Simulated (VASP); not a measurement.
Input:

```
LiI
1.0
    0.00000     3.01000     3.01000
    3.01000     0.00000     3.01000
    3.01000     3.01000     0.00000
Li I
1 1
Direct
  0.00000   0.00000   0.00000
  0.50000   0.50000   0.50000
```

Calculation: PBE GGA, VASP's PBE PAW potentials (set 64) (plane waves; VASP 6.6.1). Settings: 520 eV cut-off, Gaussian smearing of 0.050 eV, potentials Li_sv I.

Unless said otherwise, spin-orbit coupling is left out, though it shifts the bands of the heavy elements here.

Task: Estimate the band gap (along the path) with the smallest direct gap where there is one.

Result: 
The band gap (along the path) comes out as 4.25 eV and the smallest direct gap (along the path) is 4.26 eV.

Only differences to runs with the same potentials and settings are physical.

The compound is LiI in the rock salt structure. The cell was not relaxed at this level.
